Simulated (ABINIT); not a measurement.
# TePb (Fm-3m) in ABINIT: notebook, part 2 of 2

ABINIT 10.8.3 (patched build).

## Step 3: Band structure, r2SCAN

run.abi

```
# Datasets: ground state, then fixed potential
ndtset 2

# Pseudopotentials
pp_dirpath "./"
pseudos "Pb.LDA_PW-JTH_sp.xml, Te.LDA_PW-JTH.xml"

# Structure
acell 4.56932402 4.56932402 4.56932402 Angstrom
rprim
     0.0000000000     0.7071067812     0.7071067812
     0.7071067812     0.0000000000     0.7071067812
     0.7071067812     0.7071067812     0.0000000000
ntypat 2
znucl 82 52
natom 2
typat 1 2
xred
     0.0000000000     0.0000000000     0.0000000000
     0.5000000000     0.5000000000     0.5000000000

# Plane-wave basis
ecut 489.804952 eV
pawecutdg 36.0

# Exchange and correlation
ixc -497498
usekden 1
pawxcdev 0

# Bands and occupations
occopt 3
tsmear 0.05 eV

# SCF cycle
nstep 100

# Output
iomode 3
prtwf 0
prteig 0
prtebands 0
prtden1 1
prtkden1 1

# Dataset 1
kptopt1 1
ngkpt1 7 7 7
nshiftk1 1
shiftk1 0.0 0.0 0.0
nband1 9
tolvrs1 1.0e-7

# Dataset 2: bands along G-X-W-K-G-L-U-W-L-K
iscf2 -2
getden2 1
getkden2 1
nband2 13
nbdbuf2 2
tolwfr2 1.0e-12
kptopt2 -9
ndivsm2 5
prteig2 1
prtvol2 -3
kptbounds2
     0.0000000000     0.0000000000     0.0000000000
     0.5000000000     0.0000000000     0.5000000000
     0.5000000000     0.2500000000     0.7500000000
     0.3750000000     0.3750000000     0.7500000000
     0.0000000000     0.0000000000     0.0000000000
     0.5000000000     0.5000000000     0.5000000000
     0.6250000000     0.2500000000     0.6250000000
     0.5000000000     0.2500000000     0.7500000000
     0.5000000000     0.5000000000     0.5000000000
     0.3750000000     0.3750000000     0.7500000000
```

Potentials or basis: JTH PAW LDA v2.0 sp.

Started as:

```
abinit run.abi > log 2>&1
```

Run time: 3.2 min. Hardware: 1 thread of Arm Neoverse V1, shared host; peak memory 0.15 GiB.

Results (log left out):

```
Free energy                                           : 1755.9654 eV
Pressure                                              : 1.4 GPa
Band gap along the path                               : 1.04 eV, direct
Valence electrons inside the program's atomic spheres : Pb 2.53; Te 3.16
```

Levels at the corners of the path, in eV from the Fermi level:
```tsv
point	band 1	band 2	band 3	band 4	band 5	band 6	band 7	band 8	band 9	band 10
Γ	-13.06	-6.23	-1.99	-1.99	-1.99	3.89	3.89	3.89	5.52	5.52
X	-11.38	-8.11	-5.22	-3.48	-3.48	3.02	5.34	5.34	6.63	8.47
W	-11.19	-8.85	-4.49	-4.49	-0.98	1.34	5.08	5.08	6.65	6.65
K	-11.26	-8.82	-4.83	-2.98	-2.72	3.35	3.46	4.94	5.84	8.44
Γ	-13.06	-6.23	-1.99	-1.99	-1.99	3.89	3.89	3.89	5.52	5.52
L	-11.55	-9.47	-1.56	-1.56	-0.56	0.48	0.85	0.85	8.02	8.88
U	-11.26	-8.82	-4.83	-2.98	-2.72	3.35	3.46	4.94	5.84	8.44
W	-11.19	-8.85	-4.49	-4.49	-0.98	1.34	5.08	5.08	6.65	6.65
L	-11.55	-9.47	-1.56	-1.56	-0.56	0.48	0.85	0.85	8.02	8.88
K	-11.26	-8.82	-4.83	-2.98	-2.72	3.35	3.46	4.94	5.84	8.44
```

Caveat: this odd mesh misses L, where the gap lies, so gap, dielectric constants and Born charges aren't listed; totals of a meta-GGA on PAW files have another zero than those of a GGA; the PAW data sets were made with another functional, which shifts forces and pressure a little; spin-orbit coupling is left out, which moves the levels of the heavy elements; this set keeps more shells in the core, which shifts pressures and gaps.

## Step 4: Equation of state, LDA-PZ

run.abi

```
ndtset 7
getwfk -1
scalecart1 3*0.9795861087
scalecart2 3*0.9864848297
scalecart3 3*0.9932883884
scalecart4 3*1.0000000000
scalecart5 3*1.0066227096
scalecart6 3*1.0131594038
scalecart7 3*1.0196128224

pp_dirpath "./"
pseudos "Pb.LDA_PW-JTH.xml, Te.LDA_PW-JTH.xml"

acell 4.56932402 4.56932402 4.56932402 Angstrom
rprim
     0.0000000000     0.7071067812     0.7071067812
     0.7071067812     0.0000000000     0.7071067812
     0.7071067812     0.7071067812     0.0000000000
ntypat 2
znucl 82 52
natom 2
typat 1 2
xred
     0.0000000000     0.0000000000     0.0000000000
     0.5000000000     0.5000000000     0.5000000000

ecut 17.0
pawecutdg 34.0

kptopt 1
ngkpt 7 7 7
nshiftk 1
shiftk 0.0 0.0 0.0

ixc 2

nband 14
occopt 3
tsmear 0.05 eV

nstep 100
tolvrs 1.0e-9

iomode 3
prtwf 1
prtden 0
prteig 0
prtebands 0
```

Potentials or basis: JTH PAW LDA v2.0.

Started as:

```
abinit run.abi > log 2>&1
```

run.abo:

```text
.Version 10.8.3 of ABINIT
 DATASET    1 : space group Fm -3 m (#225); Bravais cF (face-center cubic)
================================================================================
 Values of the parameters that define the memory need for DATASET  1.
     intxc =       0    ionmov =       0      iscf =      17    lmnmax =      18
     lnmax =       6     mgfft =      32  mpssoang =       3    mqgrid =    3001
     natom =       2  nloc_mem =       2    nspden =       1   nspinor =       1
    nsppol =       1      nsym =      48    n1xccc =       1    ntypat =       2
    occopt =       3   xclevel =       1
       mpw =        1443          nfft =       32768          nkpt =          20
 PAW method is used; the additional fine FFT grid is defined by:
   mgfftf=        48    nfftf =    110592
================================================================================
================================================================================
[... 71 lines left out ...]
 DATASET    7 : space group Fm -3 m (#225); Bravais cF (face-center cubic)
================================================================================
 Values of the parameters that define the memory need for DATASET  7.
     intxc =       0    ionmov =       0      iscf =      17    lmnmax =      18
     lnmax =       6     mgfft =      36  mpssoang =       3    mqgrid =    3001
     natom =       2  nloc_mem =       2    nspden =       1   nspinor =       1
    nsppol =       1      nsym =      48    n1xccc =       1    ntypat =       2
    occopt =       3   xclevel =       1
       mpw =        1631          nfft =       46656          nkpt =          20
 PAW method is used; the additional fine FFT grid is defined by:
[... 1443 lines left out ...]
            acell      8.6347709783E+00  8.6347709783E+00  8.6347709783E+00 Bohr
           etotal1    -6.9850064706E+01
           etotal2    -6.9850259062E+01
           etotal3    -6.9850123355E+01
           etotal4    -6.9849721522E+01
           etotal5    -6.9849066659E+01
           etotal6    -6.9848180698E+01
           etotal7    -6.9847083504E+01
            fcart1    -0.0000000000E+00 -0.0000000000E+00 -0.0000000000E+00
                      -0.0000000000E+00 -0.0000000000E+00 -0.0000000000E+00
            fcart2    -0.0000000000E+00 -0.0000000000E+00 -0.0000000000E+00
                      -0.0000000000E+00 -0.0000000000E+00 -0.0000000000E+00
            fcart3    -0.0000000000E+00 -0.0000000000E+00 -0.0000000000E+00
                      -0.0000000000E+00 -0.0000000000E+00 -0.0000000000E+00
            fcart4    -0.0000000000E+00 -0.0000000000E+00 -0.0000000000E+00
                      -0.0000000000E+00 -0.0000000000E+00 -0.0000000000E+00
            fcart5    -0.0000000000E+00 -0.0000000000E+00 -0.0000000000E+00
                      -0.0000000000E+00 -0.0000000000E+00 -0.0000000000E+00
[... 38 lines left out ...]
                       0.0000000000E+00  0.0000000000E+00  0.0000000000E+00
           xangst1     0.0000000000E+00  0.0000000000E+00  0.0000000000E+00
                       3.1650427173E+00  3.1650427173E+00  3.1650427173E+00
           xangst2     0.0000000000E+00  0.0000000000E+00  0.0000000000E+00
                       3.1873324848E+00  3.1873324848E+00  3.1873324848E+00
           xangst3     0.0000000000E+00  0.0000000000E+00  0.0000000000E+00
                       3.2093147830E+00  3.2093147830E+00  3.2093147830E+00
           xangst4     0.0000000000E+00  0.0000000000E+00  0.0000000000E+00
                       3.2310000000E+00  3.2310000000E+00  3.2310000000E+00
           xangst5     0.0000000000E+00  0.0000000000E+00  0.0000000000E+00
                       3.2523979748E+00  3.2523979748E+00  3.2523979748E+00
           xangst6     0.0000000000E+00  0.0000000000E+00  0.0000000000E+00
                       3.2735180337E+00  3.2735180337E+00  3.2735180337E+00
           xangst7     0.0000000000E+00  0.0000000000E+00  0.0000000000E+00
                       3.2943690292E+00  3.2943690292E+00  3.2943690292E+00
             xred      0.0000000000E+00  0.0000000000E+00  0.0000000000E+00
                       5.0000000000E-01  5.0000000000E-01  5.0000000000E-01
 Calculation completed.
```

It took 85 s on 1 thread of Arm Neoverse V1, shared host; peak memory 0.14 GiB.

What came out:

```yaml
Equilibrium_volume: 32.44 Å³/atom
Bulk_modulus: 48 GPa
Pressure_derivative_of_the_bulk_modulus: "3.9 (rough: it moves with the points fitted)"
```

Energy against volume, from the lowest point:
```tsv
volume (Å³/atom)	energy (meV/atom)
31.706	2.64
32.380	0.00
33.055	1.85
33.730	7.31
34.404	16.22
35.079	28.28
35.753	43.21
```

Caveat: the cutoff is too short for stress, so the log's stress isn't used; pressures at fixed basis lie under the slope of the energies; this odd mesh misses L, where the gap lies, so gap, dielectric constants and Born charges aren't listed. Zero-point motion and thermal expansion aren't in these numbers.

## Step 5: Equation of state, PBEsol

Changes to run.abi since step 4:

```diff
@@ -1 +1,2 @@
+# Datasets: one volume each
 ndtset 7
@@ -10,6 +11,8 @@
 
+# Pseudopotentials
 pp_dirpath "./"
-pseudos "Pb.LDA_PW-JTH.xml, Te.LDA_PW-JTH.xml"
+pseudos "Pb.GGA_PBE-JTH_sp.xml, Te.GGA_PBE-JTH.xml"
 
-acell 4.56932402 4.56932402 4.56932402 Angstrom
+# Structure
+acell 8.6347709725 8.6347709725 8.6347709725
 rprim
@@ -26,5 +29,7 @@
 
-ecut 17.0
-pawecutdg 34.0
+# Plane-wave basis
+ecut 15.0
+pawecutdg 30.0
 
+# k points
 kptopt 1
@@ -34,8 +39,11 @@
 
-ixc 2
+# Exchange and correlation
+ixc -116133
 
-nband 14
+# Bands and occupations
+nband 9
 occopt 3
-tsmear 0.05 eV
+tsmear 0.00183747
 
+# SCF cycle
 nstep 100
@@ -43,2 +51,3 @@
 
+# Output
 iomode 3
@@ -48 +57,2 @@
 prtebands 0
+enunit 1
```

Potentials or basis: JTH PAW PBE v2.0 sp.

Started as:

```
abinit run.abi > log 2>&1
```

It took 71 s on 1 thread of Arm Neoverse V1, shared host; peak memory 0.14 GiB.

Results (log left out):

* Equilibrium volume: 33.53 Å³/atom
* Bulk modulus: 46 GPa
* Pressure derivative of the bulk modulus: 4.7

Energy against volume, from the lowest point:
```csv
volume (Å³/atom),energy (meV/atom)
31.706,15.61
32.380,5.84
33.055,0.81
33.730,0.00
34.404,2.95
35.079,9.26
35.753,18.56
```

Caveat: pressures at fixed basis lie under the slope of the energies; this odd mesh misses L, where the gap lies, so gap, dielectric constants and Born charges aren't listed; the PAW data sets were made with another functional, which shifts forces and pressure a little; this set keeps more shells in the core, which shifts pressures and gaps.

## Step 6: Overview

```csv
task,level,potentials or basis,cutoff (eV),fine-grid cutoff,V0 of scaled cells (Å³/atom),B0 (GPa)
equation of state,RPBE,JTH PAW PBE v2.0 sp,408,816.342 eV,-,-
band structure,r2SCAN,JTH PAW LDA v2.0 sp,490,979.61 eV,-,-
equation of state,LDA-PZ,JTH PAW LDA v2.0,463,925.187 eV,32.44,48
equation of state,PBEsol,JTH PAW PBE v2.0 sp,408,816.342 eV,33.53,46
```

Alike in all rows: no spin polarisation; cell as given; k mesh 7 × 7 × 7; smearing fermi-dirac 0.05 eV.

Caveats: pressures at fixed basis lie under the slope of the energies (some runs); the PAW data sets were made with another functional, which shifts forces and pressure a little (some runs); this set keeps more shells in the core, which shifts pressures and gaps (some runs); the minimum lies outside the volumes run (some runs); totals of a meta-GGA on PAW files have another zero than those of a GGA (some runs); spin-orbit coupling is left out, which moves the levels of the heavy elements (some runs).

Total energies depend on the potentials used, so only differences within one code and one set of settings carry meaning.

## Step 7: Comparison with measurements

Step 3. A measured gap of TePb is 0.19 eV (direct; 4.2 K; a printed reference work, monograph); the calculated 1.04 eV misses it by +0.85 eV. Spin-orbit coupling on Pb, Te is left out. The value is that of r2SCAN, without temperature or zero-point motion.
